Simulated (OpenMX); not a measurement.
# InP under changes of volume

One of the cells (25.167 Å³/atom); the others are scaled copies at fixed shape and fractional positions:

```xyz
2
Lattice="0.0000 2.9305 2.9305 2.9305 0.0000 2.9305 2.9305 2.9305 0.0000" Properties=species:S:1:pos:R:3 pbc="T T T"
In    0.0000    0.0000    0.0000
P     4.3957    4.3957    4.3957
```

```yaml
Program: OpenMX 3.8.5
Functional: PBE
Potentials_or_basis: OpenMX 2013 PBE set, In7.0-s3p2d2f1, P7.0-s3p2d2f1, fixed grid of 45 × 45 × 45 points
k_mesh: 9 × 9 × 9
Occupations: fermi-dirac, width 0.05 eV
Spin: no spin polarisation
```

```csv
volume (Å³/atom),energy over the lowest point (meV/atom),gap on the mesh (eV)
23.657,84.76,1.12
24.160,?,?
24.663,36.67,0.89
25.167,20.73,0.78
25.670,9.80,0.66
26.173,3.00,0.56
26.677,0.00,0.45
```

What does the run at 24.160 Å³/atom give?

Energy over the lowest point 57.81 meV/atom; gap on the mesh 1.01 eV.

Worked out: A Birch-Murnaghan fit of order 3 (a polynomial in V^(-2/3)) to the other rows has its minimum at 26.86 Å³/atom, just outside them, with B0 = V·E''(V) = 56 GPa and B' = 4.8. It gives 57.73 meV/atom at 24.160 Å³/atom, against the run's 57.81. A straight line through the other rows of the gap, of slope -5.58 eV per unit of ln V (its deformation potential), gives 1.00 eV, against the run's 1.01.

Energies are extrapolated to zero smearing.

Caveats: spin-orbit coupling is left out, which moves the levels of the heavy elements; the basis of atomic orbitals isn't converged, which shifts pressures, moduli and gaps.
